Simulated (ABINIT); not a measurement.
# InSe (R3m) in ABINIT: reference runs

Reference runs on InSe: the cell as given.

All numbers are computed with ABINIT 10.8.3 (patched build); they aren't measurements. Logs are shortened: lines on timing, memory, paths and dates and some standing lists are left out, and cuts for length are marked. The log counts tension as positive stress, the text compression.

**Experimental background.**

From “The Interaction of Hydrogen with the van der Waals Crystal γ-InSe”, 2020, pmc:7321205, for a bulk crystal of InSe at 300 K: band gap 1.25 eV.

How close the calculation comes is told below.

## Step 1: The structure

It takes space group R3m (No. 160, trigonal). The conventional cell has a = 4.000 Å, b = 4.000 Å, c = 25.320 Å, α = 90.00°, β = 90.00°, γ = 120.00°. In (site symmetry 3m) has 3 Se at 2.63 Å and 1 In at 2.82 Å as nearest neighbours. Around In (site symmetry 3m) lie 3 Se at 2.64 Å and 1 In at 2.82 Å. Around Se (site symmetry 3m) lie 3 In at 2.63 Å. Se (site symmetry 3m) has 3 In at 2.64 Å as nearest neighbours.

## Step 2: Single point, PBEsol

run.abi

```
# Pseudopotentials
pp_dirpath "./"
pseudos "In.GGA_PBE-JTH.xml, Se.GGA_PBE-JTH.xml"

# Structure
acell 3*1.0 Angstrom
rprim
     2.0000000000     1.1547005384     8.4400000000
    -2.0000000000     1.1547005384     8.4400000000
     0.0000000000    -2.3094010768     8.4400000000
ntypat 2
znucl 49 34
natom 4
typat 1 1 2 2
xred
     0.8886000000     0.8886000000     0.8886000000
     0.0000000000     0.0000000000     0.0000000000
     0.1719000000     0.1719000000     0.1719000000
     0.3835000000     0.3835000000     0.3835000000

# Plane-wave basis
ecut 22.0
pawecutdg 44.0
pawxcdev 0

# k points
kptopt 1
ngkpt 8 8 8
nshiftk 1
shiftk 0.0 0.0 0.0

# Exchange and correlation
ixc -116133

# Bands and occupations
nband 23
occopt 3
tsmear 0.05 eV

# SCF cycle
nstep 100
tolvrs 1.0e-9

# Output
iomode 3
prtwf 0
prtden 0
prteig 0
prtebands 0
```

Potentials or basis: JTH PAW PBE v2.0.

Launch:

```
> abinit run.abi > log 2>&1
```

run.abo:

```text
.Version 10.8.3 of ABINIT
 Symmetries : space group R3 m (#160); Bravais hR (rhombohedral)
================================================================================
 Values of the parameters that define the memory need of the present run
     intxc =       0    ionmov =       0      iscf =      17    lmnmax =      18
     lnmax =       6     mgfft =      72  mpssoang =       3    mqgrid =    3001
     natom =       4  nloc_mem =       2    nspden =       1   nspinor =       1
    nsppol =       1      nsym =       6    n1xccc =       1    ntypat =       2
    occopt =       3   xclevel =       2
       mpw =        3910          nfft =      373248          nkpt =          65
 PAW method is used; the additional fine FFT grid is defined by:
   mgfftf=       100    nfftf =   1000000
================================================================================
================================================================================

--------------------------------------------------------------------------------
------------- Echo of variables that govern the present computation ------------
--------------------------------------------------------------------------------
 -outvars: echo values of preprocessed input variables --------
            acell      1.8897261259E+00  1.8897261259E+00  1.8897261259E+00 Bohr
              amu      1.14820000E+02  7.89600000E+01
             ecut      2.20000000E+01 Hartree
                       outvar_i_n : Printing only first  50 k-points.
              ixc     -116133
                       outvar_i_n : Printing only first  50 k-points.
         kptrlatt        8    0    0      0    8    0      0    0    8
          kptrlen      6.04712360E+01
            natom           4
            nband          23
            ngfft          72      72      72
          ngfftdg         100     100     100
             nkpt          65
            nstep         100
             nsym           6
           ntypat           2
                       prtocc : prtvol=0, do not print more k-points.
           occopt           3
        pawecutdg      4.40000000E+01 Hartree
         pawxcdev           0
           prtden           0
        prtebands           0
           prteig           0
            prtwf           0
            rprim      2.0000000000E+00  1.1547005384E+00  8.4400000000E+00
                      -2.0000000000E+00  1.1547005384E+00  8.4400000000E+00
                       0.0000000000E+00 -2.3094010768E+00  8.4400000000E+00
          spgroup         160
           tolvrs      1.00000000E-09
           tsmear      1.83746611E-03 Hartree
            typat      1  1  2  2
           useylm           1
                       outvars : Printing only first  50 k-points.
           xangst      8.2916335778E-18  6.4182739701E-17  2.2499352000E+01
                       0.0000000000E+00  0.0000000000E+00  0.0000000000E+00
                       1.5668506658E-18 -9.1985284553E-18  4.3525080000E+00
                       1.9547978799E-17  5.8114263906E-17  9.7102200000E+00
            xcart      1.5668916598E-17  1.2128780004E-16  4.2517613290E+01
                       0.0000000000E+00  0.0000000000E+00  0.0000000000E+00
                       2.9609186386E-18 -1.7382699542E-17  8.2250480808E+00
                       3.6940326246E-17  1.0982004279E-16  1.8349656422E+01
             xred      8.8860000000E-01  8.8860000000E-01  8.8860000000E-01
                       0.0000000000E+00  0.0000000000E+00  0.0000000000E+00
                       1.7190000000E-01  1.7190000000E-01  1.7190000000E-01
                       3.8350000000E-01  3.8350000000E-01  3.8350000000E-01
            znucl       49.00000   34.00000

================================================================================

 chkinp: Checking input parameters for consistency.

================================================================================
== DATASET  1 ==================================================================

--- !DatasetInfo
iteration_state: {dtset: 1, }
dimensions: {natom: 4, nkpt: 65, mband: 23, nsppol: 1, nspinor: 1, nspden: 1, mpw: 3910, }
cutoff_energies: {ecut:  22.0, pawecutdg:  44.0, }
electrons: {nelect:   3.80000000E+01, charge:   0.00000000E+00, occopt:   3.00000000E+00, tsmear:   1.83746611E-03, }
meta: {optdriver: 0, ionmov: 0, optcell: 0, iscf: 17, paral_kgb: 0, }
...

 Real(R)+Recip(G) space primitive vectors, cartesian coordinates (Bohr,Bohr^-1):
 R(1)=  3.7794523  2.1820678 15.9492885  G(1)=  0.1322943  0.0763802  0.0208996
 R(2)= -3.7794523  2.1820678 15.9492885  G(2)= -0.1322943  0.0763802  0.0208996
 R(3)=  0.0000000 -4.3641355 15.9492885  G(3)=  0.0000000 -0.1527603  0.0208996
 Unit cell volume ucvol=  7.8920470E+02 bohr^3
 Angles (23,13,12)=  2.64251818E+01  2.64251818E+01  2.64251818E+01 degrees

 Coarse grid specifications (used for wave-functions):

[... 87 lines left out ...]
- [  9.97243394E-20,  -6.67081560E-19,  -1.90716370E-03, ]
- [  4.87562102E-19,  -8.42084107E-19,   1.62474580E-03, ]
force_length_stats: {min:   1.62474580E-03, max:   6.01232717E-03, mean:   3.81853649E-03, }
...

 Integrated electronic density in atomic spheres:
 ------------------------------------------------
 Atom  Sphere_radius  Integrated_density
    1        2.50645         11.18472104
    2        2.50645         11.18595033
    3        2.21132          3.93697539
    4        2.21132          3.93293968

================================================================================

 ----iterations are completed or convergence reached----

 Mean square residual over all n,k,spin=   22.021E-08; max=  13.406E-05
 reduced coordinates (array xred) for    4 atoms
       0.888600000000      0.888600000000      0.888600000000
       0.000000000000      0.000000000000      0.000000000000
       0.171900000000      0.171900000000      0.171900000000
       0.383500000000      0.383500000000      0.383500000000
 rms dE/dt=  6.9184E-02; max dE/dt=  9.2036E-02; dE/dt below (all hartree)
    1      -0.095243852215     -0.095243852215     -0.095243852215
    2       0.092036464550      0.092036464550      0.092036464550
    3       0.031066392565      0.031066392565      0.031066392565
    4      -0.025265051052     -0.025265051052     -0.025265051052

 cartesian coordinates (angstrom) at end:
    1      0.00000000000000     0.00000000000000    22.49935199999999
    2      0.00000000000000     0.00000000000000     0.00000000000000
    3      0.00000000000000    -0.00000000000000     4.35250800000000
    4      0.00000000000000     0.00000000000000     9.71022000000000

 cartesian forces (hartree/bohr) at end:
    1      0.00000000000000     0.00000000000000     0.00601232717440
    2     -0.00000000000000     0.00000000000000    -0.00572990927290
    3      0.00000000000000    -0.00000000000000    -0.00190716370186
    4      0.00000000000000    -0.00000000000000     0.00162474580036
 frms,max,avg= 2.5042798E-03 6.0123272E-03   0.000E+00  0.000E+00 -4.066E-05 h/b

 cartesian forces (eV/Angstrom) at end:
    1      0.00000000000000     0.00000000000000     0.30916629386162
    2     -0.00000000000000     0.00000000000000    -0.29464378146429
    3      0.00000000000000    -0.00000000000000    -0.09807030063215
    4      0.00000000000000    -0.00000000000000     0.08354778823482
 frms,max,avg= 1.2877525E-01 3.0916629E-01   0.000E+00  0.000E+00 -2.091E-03 e/A
 length scales=  1.889726125908  1.889726125908  1.889726125908 bohr
              =  1.000000000000  1.000000000000  1.000000000000 angstroms
 Fermi (or HOMO) energy (hartree) =   0.08248   Average Vxc (hartree)=  -0.33976
 Eigenvalues (hartree) for nkpt=  65  k points:
 kpt#   1, nband= 23, wtk=  0.00195, kpt=  0.0000  0.0000  0.0000 (reduced coord)
  -0.46489   -0.45854   -0.45854   -0.45584   -0.45584   -0.45497   -0.45497   -0.44910
  -0.44885   -0.44885   -0.42337   -0.40830   -0.15690   -0.05181    0.01901    0.02784
   0.02784    0.03125    0.03125    0.13560    0.14908    0.23617    0.23617
      occupation numbers for kpt#   1
   2.00000    2.00000    2.00000    2.00000    2.00000    2.00000    2.00000    2.00000
   2.00000    2.00000    2.00000    2.00000    2.00000    2.00000    2.00000    2.00000
   2.00000    2.00000    2.00000    0.00000    0.00000    0.00000    0.00000
 prteigrs : prtvol=0 or 1, do not print more k-points.

--- !EnergyTerms
iteration_state     : {dtset: 1, }
comment             : Components of total free energy in Hartree
kinetic             :  3.47463638975714E+01
hartree             :  5.43029021842868E+01
xc                  : -2.74864917383551E+01
Ewald energy        : -8.73891580694604E+01
psp_core            :  5.47384422458997E+00
local_psp           : -1.43726377051872E+02
PAW spherical_terms :  2.87636664259675E+01
internal            : -1.35315250127272E+02
'-kT*entropy'       : -3.12983904223386E-06
total_energy        : -1.35315253257111E+02
total_energy_eV     : -3.68211562135199E+03
...

--- !EnergyTermsDC
iteration_state     : {dtset: 1, }
comment             : '"Double-counting" decomposition of free energy'
band_energy         : -1.12751707411918E+01
Ewald energy        : -8.73891580694604E+01
psp_core            :  5.47384422458997E+00
xc_dc               : -6.51622901325570E+01
PAW spherical_terms :  2.30375248059209E+01
internal            : -1.35315249912698E+02
'-kT*entropy'       : -3.12983904223386E-06
total_energy_dc     : -1.35315253042537E+02
total_energy_dc_eV  : -3.68211561551314E+03
...

--- !EnergyTermsWithPAWCore
iteration_state     : {dtset: 1, }
comment             : 'Components of total free energy, including PAW core contributions'
Total energy        : -1.66151013914931E+04
Total energy DC     : -1.66151013912785E+04
Total energy (eV)   : -4.52119941480055E+05
Total energy DC (eV): -4.52119941474216E+05
...

 Cartesian components of stress tensor (hartree/bohr^3)
  sigma(1 1)= -1.63216681E-05  sigma(3 2)=  0.00000000E+00
  sigma(2 2)= -1.63216683E-05  sigma(3 1)=  0.00000000E+00
  sigma(3 3)=  1.67704167E-05  sigma(2 1)=  0.00000000E+00

-Cartesian components of stress tensor (GPa)         [Pressure=  1.5567E-01 GPa]
- sigma(1 1)= -4.80200054E-01  sigma(3 2)=  0.00000000E+00
- sigma(2 2)= -4.80200061E-01  sigma(3 1)=  0.00000000E+00
- sigma(3 3)=  4.93402694E-01  sigma(2 1)=  0.00000000E+00

== END DATASET(S) ==============================================================
================================================================================

 -outvars: echo values of variables after computation  --------
            acell      1.8897261259E+00  1.8897261259E+00  1.8897261259E+00 Bohr
           etotal     -1.3531525304E+02
            fcart      3.2420490216E-19  4.4479979334E-19  6.0123271744E-03
                      -9.1149134399E-19  1.0643658732E-18 -5.7299092729E-03
                       9.9724339432E-20 -6.6708155989E-19 -1.9071637019E-03
                       4.8756210240E-19 -8.4208410667E-19  1.6247458004E-03
            rprim      2.0000000000E+00  1.1547005384E+00  8.4400000000E+00
                      -2.0000000000E+00  1.1547005384E+00  8.4400000000E+00
                       0.0000000000E+00 -2.3094010768E+00  8.4400000000E+00
           strten     -1.6321668080E-05 -1.6321668329E-05  1.6770416716E-05
                       0.0000000000E+00  0.0000000000E+00  0.0000000000E+00
           xangst      8.2916335778E-18  6.4182739701E-17  2.2499352000E+01
                       0.0000000000E+00  0.0000000000E+00  0.0000000000E+00
                       1.5668506658E-18 -9.1985284553E-18  4.3525080000E+00
                       1.9547978799E-17  5.8114263906E-17  9.7102200000E+00
             xred      8.8860000000E-01  8.8860000000E-01  8.8860000000E-01
                       0.0000000000E+00  0.0000000000E+00  0.0000000000E+00
                       1.7190000000E-01  1.7190000000E-01  1.7190000000E-01
                       3.8350000000E-01  3.8350000000E-01  3.8350000000E-01
 Calculation completed.
```

Wall time 15 min (1 thread of Arm Neoverse V1, shared host); peak memory 0.6 GiB.

Results:

| Property | Result |
| --- | --- |
| Free energy | -3682.1156 eV |
| Pressure | 0.2 GPa |
| Largest force | 0.309 eV/Å |
| Band gap on the k mesh | 0.33 eV, direct |
| Valence electrons inside the program's atomic spheres | In 11.18, 11.19; Se 3.94, 3.93 |

Forces in eV/Å, atoms in the order of the input:
```
In   0.000  0.000  0.309
In   0.000  0.000 -0.295
Se   0.000  0.000 -0.098
Se   0.000  0.000  0.084
```

Levels at points of the mesh, in eV from the valence-band top:
```
           k point  band 16  band 17  band 18  band 19  band 20  band 21  band 22  band 23
(0.00, 0.00, 0.00)    -1.31    -1.31    -1.21    -1.21     1.62     1.99     4.36     4.36
(0.50, 0.00, 0.00)    -2.41    -2.35    -2.25    -1.69     1.13     1.90     3.56     3.90
(0.50, 0.50, 0.00)    -2.68    -2.52    -2.07    -1.52     1.10     1.91     3.21     3.52
(0.50, 0.50, 0.50)    -1.38    -1.14    -1.14     0.00     0.33     2.05     4.28     4.28
```

Caveat: the PAW data sets were made with another functional, which shifts forces and pressure a little; spin-orbit coupling is left out, which moves the levels of the heavy elements.

## Step 3: How close it comes

Step 2. A measured gap of InSe is 1.25 eV (300 K; “The Interaction of Hydrogen with the van der Waals Crystal γ-InSe”, 2020, pmc:7321205); the calculated 0.33 eV misses it by -0.92 eV. Spin-orbit coupling on In, Se is left out. The value is that of PBEsol on a finite k mesh, which can miss the band edges, without temperature or zero-point motion. Semilocal functionals fall short of measured gaps as a rule.
